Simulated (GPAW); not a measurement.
Input of a GPAW 26.7.0 run:

Contents of run.py:

```python
from ase import Atoms
from ase.dft.bandgap import bandgap
from ase.io import write
from ase.units import GPa
from gpaw import GPAW, PW

atoms = Atoms(['Br', 'K'],
              cell=[[0.0, 3.3, 3.3],
                    [3.3, 0.0, 3.3],
                    [3.3, 3.3, 0.0]],
              scaled_positions=[[0.5, 0.5, 0.5],
                                [0.0, 0.0, 0.0]],
              pbc=True)

calc = GPAW(mode=PW(450),
            xc='LDA',
            kpts={'size': (6, 6, 6), 'gamma': True},
            occupations={'name': 'fermi-dirac', 'width': 0.05},
            nbands=16,
            maxiter=120,
            txt='gpaw.txt')
atoms.calc = calc
energy = atoms.get_potential_energy()
forces = atoms.get_forces()
stress = atoms.get_stress()
calc.write('gs.gpw')
write('result.traj', atoms)
print(f'Energy: {energy:.6f} eV')
print('Forces (eV/A):')
print(forces.round(4))
print('Stress (GPa):', (stress / GPa).round(3))
print('Fermi level:', round(calc.get_fermi_level(), 4), 'eV')
print(f'Gap: {bandgap(calc)[0]:.4f} eV, direct: {bandgap(calc, direct=True)[0]:.4f} eV')
```

Potentials or basis: the program's PAW data sets (release 1.2.1) made for this functional, pw.

Run with:

```sh
$ OMP_NUM_THREADS=1 python run.py
```

(1) Predict the pressure.

(2) What does it give for the band gap on the k mesh?

Results:

(1) -1.9 GPa.

(2) 4.04 eV, direct.

Caveat: the cutoff is short for stress and forces, so pressures can be off by a GPa or more.
